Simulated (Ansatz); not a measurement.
**MgS polymorphs, one row open**

These are results of DFT PBE, scalar-relativistic, plane waves, PAW (Ansatz 0.2.0), not measurements. All cells share a 420 eV cutoff and Γ-centred k meshes spaced at most about 0.3 Å⁻¹ (2π included). No spin polarisation.

All energies are static (0 K, no zero-point motion). Rows are sorted by volume; energies count from the lowest form computed. Coordination counts S atoms around Mg (those within 1.25 times the shortest such distance or 1.15 times the sum of covalent radii). The table shows 5 of 13 forms computed.

```tsv
row	form	source	atoms	coordination	V (Å³/atom)	gap on mesh (eV)	ΔE (meV/atom)
1	rock salt type, Fm-3m	COD	2	Mg 6	17.9	2.76	0
2	tungsten carbide type, P-6m2	invented	2	Mg 6	18.7	1.15	249
3	P4_12_12	invented	8	Mg 4	22.4	2.85	132
4	zinc blende type, F-43m	Materials Project	2	Mg 4	23.1	3.37	?
5	P4_2/mnm	invented	8	Mg 4	24.1	3.35	29
```

The cell of row 4:

```cif
data_structure
_symmetry_space_group_name_H-M 'F-43m'
_symmetry_Int_Tables_number 216
_cell_length_a 5.6972
_cell_length_b 5.6972
_cell_length_c 5.6972
_cell_angle_alpha 90.000
_cell_angle_beta 90.000
_cell_angle_gamma 90.000
_cell_volume 184.92
loop_
_atom_site_label
_atom_site_type_symbol
_atom_site_symmetry_multiplicity
_atom_site_Wyckoff_symbol
_atom_site_fract_x
_atom_site_fract_y
_atom_site_fract_z
_atom_site_occupancy
Mg1 Mg 4 a 0.00000 0.00000 0.00000 1
S1 S 4 d 0.25000 0.25000 0.75000 1
```

Q: Estimate the missing energy, and say where the row ranks.

A: 14 meV/atom, which puts it above row 1 and below row 5. Counting S atoms around Mg, row 4 has Mg 4 and the lowest form (row 1) has Mg 6.

The lowest form is a structure that the Crystallography Open Database (COD) lists.

Kohn–Sham gaps at this level usually fall short of measured ones. Cells relaxed within their symmetry can be saddle points. Some types were kept out of the candidates beforehand, so the set may lack a known form.
